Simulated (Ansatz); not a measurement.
CdS: a sublattice moved along a line

Theory: DFT LDA, scalar-relativistic, plane waves, PAW in Ansatz 0.2.0. Settings: plane waves to 420 eV, k-mesh 9×9×6 (Γ-centred), Gaussian smearing 0.05 eV. No spin polarisation. Energies are free energies at this smearing, counted from the undisturbed cell; pressure is positive in compression.

Zero of the scan (as given, not relaxed at this level; it stands at -2.5 GPa; this form isn't the usual structure):

```
Cd S
1.0
     4.26117    0.00000    0.00000
    -2.13058    3.69028    0.00000
     0.00000    0.00000    5.80417
Cd S
1 1
Direct
  0.00000 0.00000 0.44269
  0.66667 0.33333 0.43431
```

The cell holds layers and no dispersion correction was added, so their binding is poorly described.

Every S atom is moved by x along the Cartesian unit vector (-0.866, -0.500, 0.020); the cell and all other atoms stay fixed.

| x (Å) | ΔE (meV/cell) |
| --- | --- |
| -0.3000 | 212.4 |
| -0.1500 | 62.5 |
| 0.0000 | 0.0 |
| 0.0750 | 20.5 |
| 0.2250 | 226.7 |
| 0.3000 | 449.5 |

(1) Predict the pressure (GPa) at each point.

Results:

(1)
```tsv
x (Å)	pressure (GPa)
-0.3000	-1.1
-0.1500	-2.1
0.0000	-2.5
0.0750	-2.4
0.2250	-1.2
0.3000	0.0
```